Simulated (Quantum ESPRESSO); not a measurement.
InP: zone-centre phonons and dielectric response under several settings

```
In P
1.0
     0.00000    2.93050    2.93050
     2.93050    0.00000    2.93050
     2.93050    2.93050    0.00000
In P
1 1
Direct
  0.00000 0.00000 0.00000
  0.75000 0.75000 0.75000
```

All runs used Quantum ESPRESSO 7.5; potentials GBRV 1.5 LDA; k mesh 6 × 6 × 6, shifted; no spin polarisation; cutoff 762 eV; occupations smeared at first, fixed for the response.

| level | geometry | volume (Å³/atom) | pressure (GPa) | lowest optical mode without the field (cm⁻¹) | highest mode with the field (cm⁻¹) | ε∞ (mean) | ε0 (mean) | Born charge of atom 1 (e) | sum of the Born charges (e) |
| --- | --- | --- | --- | --- | --- | --- | --- | --- | --- |
| LDA | relaxed at 0 GPa | 24.65 | 0.1 | 304 | 337 | 11.64 | 14.3 | 2.47 | -0.01 |
| LDA | relaxed at 10 GPa | 22.04 | 10.5 | 351 | 383 | 10.40 | 12.4 | 2.30 | -0.01 |
| LDA | relaxed at 25 GPa | ? | 25.8 | ? | ? | ? | ? | ? | ? |
| LDA | relaxed at 50 GPa | 17.64 | 50.9 | 461 | 485 | 9.79 | 10.9 | 1.98 | 0.00 |
| LDA | relaxed at 80 GPa | 16.02 | 80.6 | 516 | 536 | 9.98 | 10.8 | 1.84 | 0.00 |

Problem. What stands in the row left open?

Solution. Volume 19.81 Å³/atom; lowest optical mode without the field 401 cm⁻¹; highest mode with the field 429 cm⁻¹; ε∞ 9.89; ε0 11.4; Born charge of atom 1 2.14 e; sum of the Born charges -0.01 e.

Caveats: the cell is more than 3 GPa from zero pressure, which shifts response properties (some runs); the volume moved by over 15 % at a fixed basis, so the end points are rough (some runs).

For the row left open. Caveat: the volume moved by over 15 % at a fixed basis, so the end points are rough; the cell is more than 3 GPa from zero pressure, which shifts response properties.
